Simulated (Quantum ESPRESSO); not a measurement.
# Re under changes of volume

One of the cells (14.811 Å³/atom); the others are scaled copies at fixed shape and fractional positions:

```
Re
1.0
     2.76639    0.00000    0.00000
    -1.38319    2.39576    0.00000
     0.00000    0.00000    8.93885
Re
4
Direct
  0.66667 0.33333 0.75000
  0.00000 0.00000 0.50000
  0.33333 0.66667 0.25000
  0.00000 0.00000 0.00000
```

- Program: Quantum ESPRESSO 7.5
- Functional: PBEsol
- Potentials or basis: PseudoDojo 0.4 FR PBEsol standard
- Cutoff: 980 eV
- Density cutoff: 3918 eV
- k mesh: 4 × 4 × 1
- Occupations: fermi-dirac, width 0.05 eV
- Spin: spin-orbit coupling, no magnetisation

```csv
volume (Å³/atom),energy over the lowest point (meV/atom),pressure (GPa)
13.922,30.46,17.4
14.218,7.11,8.1
14.515,0.00,-0.2
14.811,7.35,-7.6
15.107,?,?
15.403,59.15,-20.0
15.699,101.00,-25.2
```

Problem. What does the run at 15.107 Å³/atom give?

Solution. Energy over the lowest point 27.53 meV/atom; pressure -14.1 GPa.

Worked out: A Birch-Murnaghan fit of order 3 (a polynomial in V^(-2/3)) to the other rows has its minimum at 14.51 Å³/atom with B0 = V·E''(V) = 383 GPa and B' = 4.7 at fixed shape and positions, which overstates the stiffness. It gives 27.53 meV/atom at 15.107 Å³/atom, against the run's 27.53, and -dE/dV = -14.1 GPa, against -14.1.

Energies are extrapolated to zero smearing.

Caveats: all runs use coarse meshes.
